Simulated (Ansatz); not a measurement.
KI:

```
CELL_PARAMETERS angstrom
0.00000 3.53277 3.53277
3.53277 0.00000 3.53277
3.53277 3.53277 0.00000
ATOMIC_POSITIONS crystal
I 0.50000 0.50000 0.50000
K 0.00000 0.00000 0.00000
```

Base run:

```yaml
Program: Ansatz 0.2.0
Functional: HSE06
Potentials_or_basis: all-electron PAW datasets made for the crystal
Cutoff: 290 eV (chosen from the basis error)
k_mesh: 6 × 6 × 6
Occupations: fermi-dirac, width 0.05 eV
Spin: no spin polarisation
```

Its results: band gap on the k mesh 4.96 eV, direct; pressure 0.4 GPa.

The run is repeated on the same cell with these changes: functional from HSE06 to PBE; cutoff from 290 eV (chosen from the basis error) to 200 eV (chosen from the basis error). What comes out?

Band gap on the k mesh 3.97 eV, direct; pressure 0.6 GPa.

HSE06 gives the wider gap, since exact exchange removes part of the self-interaction.

Caveats: spin-orbit coupling is left out, which moves the levels of the heavy elements.

The runs don't all hold the same shells in valence.
